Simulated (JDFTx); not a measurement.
The system is Rb.

```
Rb
1.0
    -2.95451    2.95451    2.73085
     2.95451   -2.95451    2.73085
     2.95451    2.95451   -2.73085
Rb
1
Cartesian
  0.0000 0.0000 0.0000
```

This isn't the form of Rb at room conditions, which is bcc.

A run of JDFTx 1.7.0 (patched build) on this cell left the log below. Logs are shortened: lines on timing, memory, paths and dates and some standing lists are left out, and cuts for length are marked.

```text
*************** JDFTx 1.7.0 (patched build) ***************

Input parsed successfully to the following command list (including defaults):
[... the input with its defaults ...]

---------- Setting up symmetries ----------

Found 16 point-group symmetries of the bravais lattice
Found 16 space-group symmetries with basis
Applied RMS atom displacement 0 bohrs to make symmetries exact.

---------- Initializing the Grid ----------
R =
[     -5.58322      5.58322      5.58322  ]
[      5.58322     -5.58322      5.58322  ]
[      5.16055      5.16055     -5.16055  ]
unit cell volume = 643.465
G =
[ -9.4926e-18   0.562685   0.608771  ]
[   0.562685 -9.4926e-18   0.608771  ]
[   0.562685   0.562685 -1.24742e-17  ]
Minimum fftbox size, Smin = [  44  44  44  ]
Chosen fftbox size, S = [  48  48  48  ]

---------- Exchange Correlation functional ----------
Initalized PBE GGA exchange.
Initalized PBE GGA correlation.

---------- Setting up pseudopotentials ----------
Width of ionic core gaussian charges (only for fluid interactions / plotting) set to 0

Reading pseudopotential file 'pseudo/Rb.upf':
  'Rb' pseudopotential, 'PBE' functional
  Generated using ONCVPSP code by D. R. Hamann
  9 valence electrons, 3 orbitals, 7 projectors, 1001 radial grid points, with lMax = 3
    4S    l: 0   occupation:  2.0   eigenvalue: -1.172069
    4P    l: 1   occupation:  6.0   eigenvalue: -0.586674
    5S    l: 0   occupation:  1.0   eigenvalue: -0.082006
  WARNING: large normalization error in atomic orbital 2s (integral: 0.975321).
  Core radius for overlap checks: 1.68 bohrs.

Initialized 1 species with 1 total atoms.

Folded 1 k-points by 7x7x7 to 343 k-points.

---------- Setting up k-points, bands, fillings ----------
Reduced to 40 k-points under symmetry.
Computing the number of bands and number of electrons
[... 20 lines left out ...]
LCAOMinimize: Iter:   2  F: -24.2757795726428149  |grad|_K:  2.661e-08  alpha:  9.792e-01  linmin:  5.964e-04  cgtest: -3.580e-02
	FillingsUpdate:  mu: +0.097633146  nElectrons: 9.000000
LCAOMinimize: Iter:   3  F: -24.2757795726442609  |grad|_K:  9.649e-10  alpha:  9.797e-01  linmin:  7.755e-02  cgtest: -3.513e-01
LCAOMinimize: Converged (|Delta F|<1.000000e-06 for 2 iters).

-------- Electronic minimization -----------
Will mix electronic density at each iteration.
	FillingsUpdate:  mu: +0.097633146  nElectrons: 9.000000
	FillingsUpdate:  mu: +0.066940990  nElectrons: 9.000000
SCF: Cycle:  0   F: -24.291506449620492   dF: -1.573e-02   |Residual|: 3.557e-03   |deigs|: 1.746e-01
	FillingsUpdate:  mu: +0.066245189  nElectrons: 9.000000
SCF: Cycle:  1   F: -24.291752741931191   dF: -2.463e-04   |Residual|: 2.297e-03   |deigs|: 1.378e-02
	FillingsUpdate:  mu: +0.065830240  nElectrons: 9.000000
SCF: Cycle:  2   F: -24.291795220056716   dF: -4.248e-05   |Residual|: 1.024e-03   |deigs|: 3.592e-03
	FillingsUpdate:  mu: +0.065689362  nElectrons: 9.000000
SCF: Cycle:  3   F: -24.291804629710352   dF: -9.410e-06   |Residual|: 3.012e-04   |deigs|: 1.453e-03
	FillingsUpdate:  mu: +0.065624784  nElectrons: 9.000000
SCF: Cycle:  4   F: -24.291807166980011   dF: -2.537e-06   |Residual|: 7.547e-05   |deigs|: 7.674e-04
	FillingsUpdate:  mu: +0.065633038  nElectrons: 9.000000
SCF: Cycle:  5   F: -24.291807911631444   dF: -7.447e-07   |Residual|: 5.093e-05   |deigs|: 4.135e-04
	FillingsUpdate:  mu: +0.065633716  nElectrons: 9.000000
SCF: Cycle:  6   F: -24.291808135172744   dF: -2.235e-07   |Residual|: 2.639e-05   |deigs|: 2.678e-04
	FillingsUpdate:  mu: +0.065634559  nElectrons: 9.000000
SCF: Cycle:  7   F: -24.291808193619712   dF: -5.845e-08   |Residual|: 5.017e-06   |deigs|: 2.991e-04
	FillingsUpdate:  mu: +0.065634555  nElectrons: 9.000000
SCF: Cycle:  8   F: -24.291808209039186   dF: -1.542e-08   |Residual|: 3.396e-06   |deigs|: 5.325e-04
	FillingsUpdate:  mu: +0.065634738  nElectrons: 9.000000
SCF: Cycle:  9   F: -24.291808213598753   dF: -4.560e-09   |Residual|: 8.674e-07   |deigs|: 5.386e-04
	FillingsUpdate:  mu: +0.065634663  nElectrons: 9.000000
SCF: Cycle: 10   F: -24.291808214939930   dF: -1.341e-09   |Residual|: 8.195e-07   |deigs|: 2.262e-04
SCF: Converged (|Delta E|<1.000000e-08 for 2 iters).

Setting wave functions to eigenvectors of Hamiltonian
Converging empty states (this may take a while):
EmptyStates: None of the convergence criteria satisfied.
|deigs|: 7.880e-04

# Stress tensor in Cartesian coordinates [Eh/a0^3]:
[  4.30087e-06            0            0  ]
[            0  4.30087e-06            0  ]
[            0            0  5.77169e-06  ]

# Ionic positions in lattice coordinates:
ion Rb   0.000000000000000   0.000000000000000   0.000000000000000 1

# Forces in Cartesian coordinates:
force Rb   0.000000000000000   0.000000000000000   0.000000000000000 1

# Energy components:
   Eewald =      -13.5480019957911839
       EH =        7.2499111955519560
     Eloc =      -19.9947810946783875
      Enl =       -0.9835420849171651
      Exc =       -6.9412630368805788
 Exc_core =        2.7119038451127029
       KE =        7.2142230105361032
-------------------------------------
     Etot =      -24.2915501610665601
       TS =        0.0002580538733706
-------------------------------------
        F =      -24.2918082149399304

IonicMinimize: Iter:   0  F: -24.291808214939930  |grad|_K:  0.000e+00
IonicMinimize: Converged (|grad|_K<1.000000e-04).

#--- Lowdin population analysis ---
# oxidation-state Rb +0.027

Dumping 'run.eigStats' ...
	eMin: -0.997614 at state 0 ( [ +0.000000 +0.000000 +0.000000 ] spin 0 )
	HOMO: +0.063777 at state 12 ( [ +0.000000 +0.428571 +0.000000 ] spin 0 )
	mu  : +0.065635
	LUMO: +0.065916 at state 31 ( [ +0.142857 -0.142857 +0.428571 ] spin 0 )
	eMax: +0.268625 at state 31 ( [ +0.142857 -0.142857 +0.428571 ] spin 0 )
	HOMO-LUMO gap: +0.002139
	Optical gap  : +0.043269 at state 3 ( [ +0.000000 +0.000000 +0.428571 ] spin 0 )
WARNING: the last solve of the electrons (or of bands or displaced states from it) ended unconverged.
Done!
```

**Question.** What input gives this log?

**Answer.** Single point with PBE, no spin polarisation. The files as run (others can give the same):

Rb.in
```
lattice \
   -5.5832182502     5.5832182502     5.5832182502 \
    5.5832182502    -5.5832182502     5.5832182502 \
    5.1605495082     5.1605495082    -5.1605495082
coords-type Lattice
ion Rb     0.0000000000     0.0000000000     0.0000000000 1

ion-species pseudo/Rb.upf
elec-cutoff 23
elec-ex-corr gga-PBE
kpoint-folding 7 7 7
elec-smearing Fermi 0.0018374661
elec-n-bands 10
electronic-SCF nIterations 100 energyDiffThreshold 1e-08
electronic-minimize nIterations 30 energyDiffThreshold 1e-7
converge-empty-states yes
forces-output-coords Cartesian

dump-name run.$VAR
dump End Ecomponents EigStats BandEigs Kpoints Forces Stress
```

Potentials or basis: PseudoDojo-SR-PBE-0.5-standard.
Run with:
```bash
$ jdftx -c 1 -i Rb.in -o Rb.out
```

Caveat: the empty levels aren't tightly converged.
